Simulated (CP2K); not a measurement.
**ZrO2 in CP2K: the effect of functional**

Crystal: ZrO2.

```
Zr O
1.0
     3.59928    0.00000    0.00000
     1.79964    3.11706    0.00000
     1.79964    1.03902    2.93880
Zr O
1 2
Cartesian
  0.0000 0.0000 0.0000
  5.3989 3.1171 2.2041
  1.7996 1.0390 0.7347
```

Measurements of this composition are mostly on another form, of space group No. 14.

Alike in all runs:

- Program: CP2K 2026.2
- Task: atomic charges
- Potentials or basis: POTENTIAL_UZH Zr GTH-PBE-q12, O GTH-PBE-q6; TZVP-MOLOPT-PBE-GTH basis
- Density cutoff: 11565 eV
- k mesh: 9 × 9 × 9
- Occupations: fermi-dirac, width 0.05 eV
- Spin: no spin polarisation

**Question.** One run gave: gap on the mesh 3.50 eV; pressure 5.0 GPa. Which functional did it use?
A. optB88-vdW
B. revPBE
C. LDA
D. PBEsol
E. BEEF-vdW

**Answer.** A.

```tsv
functional	gap on the mesh (eV)	pressure (GPa)
LDA	3.37	-4.6
PBEsol	3.43	-0.7
revPBE	3.52	8.6
optB88-vdW	3.50	5.0
BEEF-vdW	3.55	7.4
```

Caveats: the potentials were made for another functional, which shifts forces and pressure; an odd mesh through Γ misses points on the zone boundary, where band edges often lie; the basis of atomic orbitals isn't converged, which shifts pressures, moduli and gaps.

Runs at the PBE level aren't shown here.
